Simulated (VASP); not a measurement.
**PbS (Galena): lattice, stiffness and zone-centre modes**

What lattice, stiffness and vibrations does PbS (Galena) have at one level of theory? The starting structure is a measured crystal structure from the Crystallography Open Database. All runs use LDA.

Main program and level: VASP 6.6.1; Kohn-Sham DFT with plane waves and PAW; LDA.

The database entry behind the starting cell differs from later determinations by our own check (about 0.1 % short), so it need not match the best structure at ambient conditions.

**1. The structure**

The structure is cubic, space group Fm-3m (No. 225). The conventional cell has a = 5.931 Å, b = 5.931 Å, c = 5.931 Å, α = 90.00°, β = 90.00°, γ = 90.00°. Pb has 6 S at 2.97 Å nearest. Nearest to S lie 6 Pb at 2.97 Å. Farther neighbours and most contacts between anions are not listed.

**2. Relaxation**

This run starts from the cell of an earlier relaxation, which isn't shown; the restart sets up the plane waves anew.

INCAR reads:

```
SYSTEM = PbS
PREC = Accurate
ENCUT = 500
EDIFF = 1E-07
NELM = 100
ISMEAR = 0
SIGMA = 0.03
LREAL = .FALSE.
ALGO = Normal
GGA = CA
NBANDS = 16
LORBIT = 11
LWAVE = .FALSE.
LCHARG = .FALSE.
KPAR = 4
IBRION = 2
NSW = 50
ISIF = 3
EDIFFG = -0.002
```

POSCAR reads:

```
PbS
1.0
    0.0000000000      2.9220768133      2.9220768133
    2.9220768133      0.0000000000      2.9220768133
    2.9220768133      2.9220768133      0.0000000000
Pb S
1 1
Direct
    0.0000000000      0.0000000000      0.0000000000
    0.5000000000      0.5000000000      0.5000000000
```

KPOINTS reads:

```
Automatic mesh
0
Gamma
6 6 6
0 0 0
```

The projector-augmented-wave data sets are Pb_d and S (LDA family, release 64).

The run is started by

```sh
$ mpirun -np 4 vasp_std
```

Log:

```text
[banner, memory and clock lines left out]
running    4 mpi-ranks, on    1 nodes
 distrk:  each k-point on    1 cores,    4 groups
 distr:  one band on    1 cores,    1 groups

 POSCAR found type information on POSCAR PbS
 POSCAR found :  2 types and       2 ions
 LDA part: xc-table for (Slater(with rela. corr.)+CA(PZ))
 , standard interpolation
 POSCAR, INCAR and KPOINTS ok, starting setup
 FFT: planning ... GRIDC
 FFT: planning ... GRID_SOFT
 FFT: planning ... GRID
 WAVECAR not read
 entering main loop
       N       E                     dE             d eps       ncg     rms          rms(c)
DAV:   1     0.154041745451E+03    0.15404E+03   -0.96583E+03   512   0.128E+03
DAV:   2     0.132830378532E-01   -0.15403E+03   -0.14913E+03   568   0.322E+02
DAV:   3    -0.102011395549E+02   -0.10214E+02   -0.10182E+02   696   0.867E+01
DAV:   4    -0.104121413665E+02   -0.21100E+00   -0.21095E+00   624   0.150E+01
DAV:   5    -0.104229446521E+02   -0.10803E-01   -0.10803E-01   752   0.304E+00    0.485E+00
DAV:   6    -0.100123999764E+02    0.41054E+00   -0.12500E+00   800   0.820E+00    0.339E+00
DAV:   7    -0.100052722296E+02    0.71277E-02   -0.10848E-01   672   0.177E+00    0.187E+00
DAV:   8    -0.100022378454E+02    0.30344E-02   -0.13904E-02   664   0.117E+00    0.240E-01
DAV:   9    -0.100015908261E+02    0.64702E-03   -0.38362E-03   776   0.485E-01    0.588E-02
DAV:  10    -0.100016068397E+02   -0.16014E-04   -0.25603E-04   656   0.966E-02    0.195E-02
DAV:  11    -0.100016061788E+02    0.66087E-06   -0.25539E-05   680   0.330E-02    0.899E-03
DAV:  12    -0.100016059558E+02    0.22308E-06   -0.28421E-06   696   0.268E-02    0.483E-03
DAV:  13    -0.100016058817E+02    0.74071E-07   -0.21905E-07   552   0.306E-03
   1 F= -.10001606E+02 E0= -.10001402E+02  d E =-.100016E+02
 curvature:   0.00 expect dE= 0.000E+00 dE for cont linesearch  0.000E+00
 trial: gam= 0.00000 g(F)=  0.517E-61 g(S)=  0.372E-07 ort = 0.000E+00 (trialstep = 0.100E+01)
 search vector abs. value=  0.373E-07
 reached required accuracy - stopping structural energy minimisation
```

Elapsed: 2.6 s, on 4 MPI ranks of Intel Xeon 6975P-C (Granite Rapids), shared host; peak memory 0.55 GiB; 7.1 s of CPU time.

The logs omit lines about the potential files and the build; timing stands in the text.

OUTCAR, selected parts (step 2):

```text
ion  position               nearest neighbor table
   1  0.000  0.000  0.000-   2 2.92   2 2.92   2 2.92   2 2.92   2 2.92   2 2.92
   2  0.500  0.500  0.500-   1 2.92   1 2.92   1 2.92   1 2.92   1 2.92   1 2.92

  LATTYP: Found a face centered cubic cell.
 ALAT       =     5.8441536266

 Subroutine GETGRP returns: Found 48 space group operations
 (whereof 48 operations were pure point group operations)

The static configuration has the point symmetry O_h .

 Found     16 irreducible k-points:

   k-points           NKPTS =     16   k-points in BZ     NKDIM =     16   number of bands    NBANDS=     16

   dimension x,y,z NGX =    30 NGY =   30 NGZ =   30
   dimension x,y,z NGXF=    60 NGYF=   60 NGZF=   60

   ENCUT  =  500.0 eV  36.75 Ry    6.06 a.u.   7.53  7.53  7.53*2*pi/ulx,y,z

   NELECT =      20.0000    total number of electrons

 k-points in reciprocal lattice and weights: Automatic mesh
   0.00000000  0.00000000  0.00000000       0.005
   0.16666667  0.00000000  0.00000000       0.037
   0.33333333  0.00000000  0.00000000       0.037
   0.50000000  0.00000000  0.00000000       0.019
   0.16666667  0.16666667  0.00000000       0.028
   0.33333333  0.16666667  0.00000000       0.111
   0.50000000  0.16666667  0.00000000       0.111
  -0.33333333  0.16666667  0.00000000       0.111
  -0.16666667  0.16666667  0.00000000       0.056
[...]
-0.33333333  0.33333333  0.16666667       0.111
  -0.33333333  0.50000000  0.16666667       0.056

 average (electrostatic) potential at core
       1 -91.1244       2 -85.6811

 E-fermi :   6.2720

 k-point     1 :       0.0000    0.0000    0.0000
  band No.  band energies     occupation
    ...
      6      -7.7913      2.00000
      7       0.1996      2.00000
      8       3.8068      2.00000
      9       3.8068      2.00000
     10       3.8068      2.00000
     11      11.4015      0.00000
     12      11.4015      0.00000
     13      11.4015      0.00000
     14      12.7310      0.00000
     15      12.7310      0.00000
    ...

 k-point     2 :       0.1667    0.0000    0.0000
  band No.  band energies     occupation
    ...
      6      -7.5350      2.00000
      7      -0.6704      2.00000
      8       3.8893      2.00000
      9       3.8893      2.00000
     10       4.4472      2.00000
     11       9.4947      0.00000
     12      10.1121      0.00000
     13      10.1121      0.00000
     14      12.6695      0.00000
     15      13.3651      0.00000
    ...

 k-point     3 :       0.3333    0.0000    0.0000
  band No.  band energies     occupation
    ...
      6      -6.8726      2.00000
      7      -2.1825      2.00000
      8       4.1040      2.00000
      9       4.1040      2.00000
     10       5.3986      2.00000
     11       7.5173      0.00000
     12       8.5660      0.00000
     13       8.5660      0.00000
     14      13.3864      0.00000
     15      14.8015      0.00000
    ...

  Total       -0.0007167     -0.0007167     -0.0007167     -0.0000000      0.0000000      0.0000000
  in kB       -0.0230102     -0.0230102     -0.0230102     -0.0000000      0.0000000      0.0000000
  external PRESSURE =      -0.0230102 kB  Pullay stress =       0.0000000 kB

  energy-cutoff  :      500.00
  volume of cell :       49.90
      direct lattice vectors                 reciprocal lattice vectors
     0.000000000  2.922076813  2.922076813    -0.171111176  0.171111176  0.171111176
     2.922076813  0.000000000  2.922076813     0.171111176 -0.171111176  0.171111176
     2.922076813  2.922076813  0.000000000     0.171111176  0.171111176 -0.171111176

 POSITION                                       TOTAL-FORCE (eV/Angst)
 -----------------------------------------------------------------------------------
      0.00000      0.00000      0.00000         0.000000      0.000000      0.000000
      2.92208      2.92208      2.92208        -0.000000     -0.000000      0.000000
 -----------------------------------------------------------------------------------
    total drift:                               -0.000000      0.000000      0.000000

  FREE ENERGIE OF THE ION-ELECTRON SYSTEM (eV)
  ---------------------------------------------------
  free  energy   TOTEN  =       -10.0016058817 eV

  energy  without entropy=      -10.0011984482  energy(sigma->0) =      -10.00140216

 reached required accuracy - stopping structural energy minimisation

 total charge
# of ion       s       p       d       tot
------------------------------------------
    1        1.479   0.554   9.845  11.879
    2        1.354   2.323   0.000   3.677
--------------------------------------------------
tot          2.833   2.877   9.845  15.555

[... 3 further parts left out ...]
```

The run keeps the 48 symmetry operations of its start, so it cannot find a distortion of lower symmetry.

The relaxed cell holds 24.950 Å³ an atom, with a = 5.844 Å (-1.5 % against the database cell). Pressures at 0.985 and 1.015 times this volume, from two more relaxations that aren't shown, give a bulk modulus of 54.4 GPa.

**3. Elastic constants**

INCAR reads:

```
SYSTEM = PbS
PREC = Accurate
ENCUT = 700
EDIFF = 1E-08
NELM = 100
ISMEAR = 0
SIGMA = 0.03
LREAL = .FALSE.
ALGO = Normal
GGA = CA
NBANDS = 16
LORBIT = 11
LWAVE = .FALSE.
LCHARG = .FALSE.
KPAR = 4
IBRION = 6
NFREE = 2
POTIM = 0.015
ISIF = 3
NSW = 1
```

POSCAR is that of step 2.

KPOINTS reads:

```
Automatic mesh
0
Gamma
8 8 8
0 0 0
```

The run is started by

```sh
$ mpirun -np 4 vasp_std
```

Log:

```text
[... set-up lines as in an earlier step ...]
 entering main loop
       N       E                     dE             d eps       ncg     rms          rms(c)
DAV:   1     0.169204841107E+03    0.16920E+03   -0.11679E+04   928   0.167E+03
DAV:   2     0.234350904487E+01   -0.16686E+03   -0.16175E+03   992   0.376E+02
DAV:   3    -0.101205589843E+02   -0.12464E+02   -0.12381E+02  1256   0.992E+01
DAV:   4    -0.104124025185E+02   -0.29184E+00   -0.29171E+00  1112   0.170E+01
[...]
DAV:  12    -0.999935710035E+01    0.39194E-06   -0.14645E-06  1256   0.198E-02    0.348E-03
DAV:  13    -0.999935706356E+01    0.36783E-07   -0.34553E-07  1184   0.314E-03    0.240E-03
DAV:  14    -0.999935706420E+01   -0.63255E-09   -0.10632E-08  1032   0.850E-04
   1 F= -.99993571E+01 E0= -.99992659E+01  d E =-.182352E-03
[... from here on, the cycles between the ionic steps are left out ...]
   2 F= -.99947336E+01 E0= -.99947190E+01  d E =-.292164E-04
   3 F= -.99928651E+01 E0= -.99927634E+01  d E =-.203486E-03
   4 F= -.99947336E+01 E0= -.99947190E+01  d E =-.292125E-04
   5 F= -.99928651E+01 E0= -.99927634E+01  d E =-.203489E-03
   6 F= -.99947336E+01 E0= -.99947190E+01  d E =-.292125E-04
   7 F= -.99928651E+01 E0= -.99927634E+01  d E =-.203468E-03
   8 F= -.99989012E+01 E0= -.99988517E+01  d E =-.989839E-04
   9 F= -.99989012E+01 E0= -.99988517E+01  d E =-.990000E-04
  10 F= -.99989012E+01 E0= -.99988517E+01  d E =-.989962E-04
  11 F= -.99989012E+01 E0= -.99988517E+01  d E =-.990117E-04
  12 F= -.99989012E+01 E0= -.99988517E+01  d E =-.989955E-04
  13 F= -.99989012E+01 E0= -.99988517E+01  d E =-.990046E-04
  14 F= -.99993845E+01 E0= -.99993306E+01  d E =-.107804E-03
  15 F= -.99993845E+01 E0= -.99993306E+01  d E =-.107769E-03
  16 F= -.99993840E+01 E0= -.99993301E+01  d E =-.107800E-03
  17 F= -.99993840E+01 E0= -.99993302E+01  d E =-.107741E-03
 Finite differences progress:
  Degree of freedom:   8/  8
  Displacement:        2/  2
  Total:              16/ 16
```

Wall time 2.4 min (4 MPI ranks); peak memory 1.6 GiB; 8.7 min of CPU time.

Parts of OUTCAR (step 3):

```text
  Total        0.0467814      0.0425872      0.0425872      0.0000000      0.0000000      0.0000000
  in kB        1.5020307      1.3673664      1.3673664      0.0000000      0.0000000      0.0000000
  external PRESSURE =       1.4122545 kB  Pullay stress =       0.0000000 kB

 POSITION                                       TOTAL-FORCE (eV/Angst)
 -----------------------------------------------------------------------------------
      0.00000      0.00000      0.00000         0.002678      0.000000      0.000000
      2.90708      2.92208      2.92208        -0.002678      0.000000      0.000000
 -----------------------------------------------------------------------------------
    total drift:                               -0.000066      0.000000      0.000000

  FREE ENERGIE OF THE ION-ELECTRON SYSTEM (eV)
  ---------------------------------------------------
  free  energy   TOTEN  =        -9.9993840243 eV

  energy  without entropy=       -9.9992762829  energy(sigma->0) =       -9.99933015

[... 3 further parts left out ...]
[key lines of the parts left out:]
E-fermi :   6.2743
```

The last energy, forces and stress in OUTCAR belong to the last displaced cell, not to that of POSCAR.

The elastic tensor has C11 = 158.4, C12 = 11.3, C44 = 13.8 GPa; its Hill averages are a bulk modulus of 60.3 and a shear modulus of 29.0 GPa.

**4. Modes of the relaxed cell**

INCAR reads:

```
SYSTEM = PbS
PREC = Accurate
ENCUT = 500
EDIFF = 1E-08
NELM = 100
ISMEAR = 0
SIGMA = 0.03
LREAL = .FALSE.
ALGO = Normal
GGA = CA
NBANDS = 16
LORBIT = 11
LWAVE = .FALSE.
LCHARG = .FALSE.
KPAR = 4
IBRION = 8
LEPSILON = .TRUE.
LPEAD = .TRUE.
ISIF = 2
```

POSCAR is that of step 3.

KPOINTS reads:

```
Automatic mesh
0
Gamma
12 12 12
0 0 0
```

The run is started by

```sh
$ mpirun -np 4 vasp_std
```

Log:

```text
[... set-up lines as in an earlier step ...]
 entering main loop
       N       E                     dE             d eps       ncg     rms          rms(c)
DAV:   1     0.153148817347E+03    0.15315E+03   -0.96203E+03  2312   0.129E+03
DAV:   2     0.216673670668E+00   -0.15293E+03   -0.14850E+03  2560   0.327E+02
DAV:   3    -0.101883498435E+02   -0.10405E+02   -0.10292E+02  3048   0.882E+01
DAV:   4    -0.104124100950E+02   -0.22406E+00   -0.22399E+00  2872   0.151E+01
[...]
DAV:  12    -0.999806704573E+01    0.11546E-06   -0.10066E-06  3400   0.140E-02    0.210E-03
DAV:  13    -0.999806703753E+01    0.82005E-08   -0.16360E-07  2936   0.272E-03    0.230E-03
DAV:  14    -0.999806703825E+01   -0.71918E-09   -0.89038E-09  2344   0.118E-03
   1 F= -.99980670E+01 E0= -.99980391E+01  d E =-.558328E-04
 Linear response reoptimize wavefunctions to high precision
DAV:   1    -0.999806703844E+01   -0.19486E-09   -0.12851E-09  2248   0.373E-04
DAV:   2    -0.999806703844E+01    0.56843E-11   -0.25043E-10  1856   0.168E-04
 Linear response to external field (no local field effect), progress :
[...]
RMM:  12    -0.333122589764E+00    0.34064E-08   -0.20430E-08 10154   0.167E-04    0.374E-06
 first order change of Fermi-energy   0.32767E-04
 force on displaced ion       1 direction 1 :  -0.455   0.000   0.000
 Born effective charge ion    1 direction 1 :   8.477   0.000   0.000
 Linear response progress:
  Degree of freedom:   2/  2
       N       E                     dE             d eps       ncg     rms          rms(c)
RMM:   1    -0.109629742933E+00   -0.10963E+00   -0.34881E-03 11008   0.164E+00
RMM:   2    -0.105322232647E+00    0.43075E-02   -0.23241E-03  9191   0.492E-01    0.130E-01
RMM:   3    -0.106011368117E+00   -0.68914E-03   -0.78461E-04  9485   0.212E-01    0.356E-02
RMM:   4    -0.106409816278E+00   -0.39845E-03   -0.13523E-04  9138   0.841E-02    0.134E-02
[...]
RMM:  10    -0.106491655578E+00   -0.91772E-07   -0.94284E-09 10150   0.259E-04    0.147E-05
RMM:  11    -0.106491566973E+00    0.88605E-07   -0.12917E-08 10279   0.118E-04    0.326E-06
RMM:  12    -0.106491559627E+00    0.73459E-08   -0.67661E-09 10424   0.664E-05    0.692E-07
 first order change of Fermi-energy   0.48153E-03
 force on displaced ion       2 direction 1 :  -0.461   0.000   0.000
 Born effective charge ion    2 direction 1 :   6.807   0.000   0.000
 Born effective charges drift removed
 Linear response finished
```

The job ended after 64 s (4 MPI ranks; peak memory 2.3 GiB).

Parts of OUTCAR (step 4):

```text
  Total        0.0389332      0.0389332      0.0389332      0.0000000      0.0000000      0.0000000
  in kB        1.2500452      1.2500452      1.2500452      0.0000000      0.0000000      0.0000000
  external PRESSURE =       1.2500452 kB  Pullay stress =       0.0000000 kB

 POSITION                                       TOTAL-FORCE (eV/Angst)
 -----------------------------------------------------------------------------------
      0.00000      0.00000      0.00000         0.000000     -0.000000      0.000000
      2.92208      2.92208      2.92208         0.000000      0.000000     -0.000000
 -----------------------------------------------------------------------------------
    total drift:                               -0.000000      0.000000      0.000000

 MACROSCOPIC STATIC DIELECTRIC TENSOR (including local field effects in DFT)
 ------------------------------------------------------
           1.000000     0.000000     0.000000
           0.000000     1.000000     0.000000
           0.000000     0.000000     1.000000
 ------------------------------------------------------

 MACROSCOPIC STATIC DIELECTRIC TENSOR IONIC CONTRIBUTION
 ------------------------------------------------------
           5.518223     0.000000     0.000000
           0.000000     5.518223     0.000000
           0.000000     0.000000     5.518223
 ------------------------------------------------------

[... 1 part as in an earlier step ...]

[... 1 further part left out ...]
```

The dielectric tensor of 1.00 in OUTCAR stands for a response that wasn't computed and is no result.

The zone-centre modes at 24.950 Å³ an atom are T1u 67.1 cm⁻¹.

**5. Modes at 0.97 of that volume**

Shape and positions were first relaxed at this volume, in a run that isn't shown.

INCAR is that of step 4.

POSCAR reads:

```
PbS
1.0
    0.0000000000      2.8925588678      2.8925588678
    2.8925588678      0.0000000000      2.8925588678
    2.8925588678      2.8925588678      0.0000000000
Pb S
1 1
Direct
    0.0000000000      0.0000000000      0.0000000000
    0.5000000000      0.5000000000      0.5000000000
```

KPOINTS is that of step 4.

The run is started by

```sh
$ mpirun -np 4 vasp_std
```

Log:

```text
[... set-up lines as in an earlier step ...]
 entering main loop
       N       E                     dE             d eps       ncg     rms          rms(c)
DAV:   1     0.150744061004E+03    0.15074E+03   -0.96666E+03  2336   0.130E+03
DAV:   2     0.270537497247E+00   -0.15047E+03   -0.14578E+03  2496   0.329E+02
DAV:   3    -0.101504434781E+02   -0.10421E+02   -0.10350E+02  3040   0.891E+01
DAV:   4    -0.103824450515E+02   -0.23200E+00   -0.23192E+00  2824   0.154E+01
[...]
DAV:  11    -0.998679107702E+01    0.63012E-05   -0.27118E-05  3480   0.631E-02    0.152E-02
DAV:  12    -0.998679115359E+01   -0.76570E-07   -0.13514E-06  3104   0.118E-02    0.316E-03
DAV:  13    -0.998679115492E+01   -0.13317E-08   -0.40224E-08  3176   0.243E-03
   1 F= -.99867912E+01 E0= -.99867877E+01  d E =-.681570E-05
 Linear response reoptimize wavefunctions to high precision
DAV:   1    -0.998679115568E+01   -0.75966E-09   -0.62109E-09  3008   0.964E-04
DAV:   2    -0.998679115573E+01   -0.52751E-10   -0.52420E-10  1976   0.181E-04
 Linear response to external field (no local field effect), progress :
[...]
RMM:  12    -0.332675415654E+00    0.38388E-08   -0.15294E-08 10097   0.211E-04    0.281E-06
 first order change of Fermi-energy   0.46917E-04
 force on displaced ion       1 direction 1 :  -0.852   0.000   0.000
 Born effective charge ion    1 direction 1 :   8.480   0.000   0.000
 Linear response progress:
  Degree of freedom:   2/  2
       N       E                     dE             d eps       ncg     rms          rms(c)
RMM:   1    -0.109731536164E+00   -0.10973E+00   -0.53162E-03 11077   0.167E+00
RMM:   2    -0.105122677332E+00    0.46089E-02   -0.21318E-03  9189   0.503E-01    0.135E-01
RMM:   3    -0.105862137723E+00   -0.73946E-03   -0.81008E-04  9460   0.216E-01    0.372E-02
RMM:   4    -0.106271252174E+00   -0.40911E-03   -0.14256E-04  9135   0.876E-02    0.133E-02
[...]
RMM:  15    -0.106354078861E+00    0.45113E-08   -0.19892E-07  6818   0.548E-05    0.267E-07
RMM:  16    -0.106354079140E+00   -0.27915E-09   -0.10965E-07  6682   0.536E-05    0.467E-07
RMM:  17    -0.106354079750E+00   -0.61004E-09   -0.33982E-08  6540   0.529E-05    0.255E-07
 first order change of Fermi-energy   0.44869E-03
 force on displaced ion       2 direction 1 :  -0.865   0.000   0.000
 Born effective charge ion    2 direction 1 :   6.808   0.000   0.000
 Born effective charges drift removed
 Linear response finished
```

The job ended after 63 s (4 MPI ranks; peak memory 2.2 GiB; 4.1 min of CPU time).

[end of part 1 of 2]

[Lines on the potential files, build, host, timing and source positions are cut from VASP's logs without a mark.]

[Logs are printed without paths, hosts, clocks, repeated set-up lines and the standing remarks that a program may print on its own settings, such as how far it seeks lower states.]

[Hosts, paths, dates, database ids (printed as entryN), source tags and the programs' standing remarks are cut or masked in the printed files.]
